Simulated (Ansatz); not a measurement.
MoP:

```xyz
2
Lattice="3.2230 0.0000 0.0000 -1.6115 2.7912 0.0000 0.0000 0.0000 3.1910" Properties=species:S:1:pos:R:3 pbc="T T T"
Mo    0.0000    0.0000    0.0000
P     0.0000    1.8608    1.5955
```

Program: Ansatz 0.2.0. Alike in all runs: task band structure; potentials or basis Ansatz PAW; cell as given; smearing fermi-dirac 0.05 eV. Hardware: 2 threads of Intel(R) Xeon(R) Processor @ 2.50GHz (Skylake/Cascade Lake) (shared host).

Question: Order these runs on this cell by their wall time, lowest first.
A. level r2SCAN; spin SOC, no magnetisation; k mesh 7 × 7 × 6; cutoff (eV) 500
B. level PBEsol; spin off; k mesh 10 × 10 × 8; cutoff (eV) 420
C. level LDA; spin SOC, no magnetisation; k mesh 7 × 7 × 6; cutoff (eV) 420

Answer: B (7.2 s), C (14 s), A (36 s).

Runs at the PBE level aren't shown here.
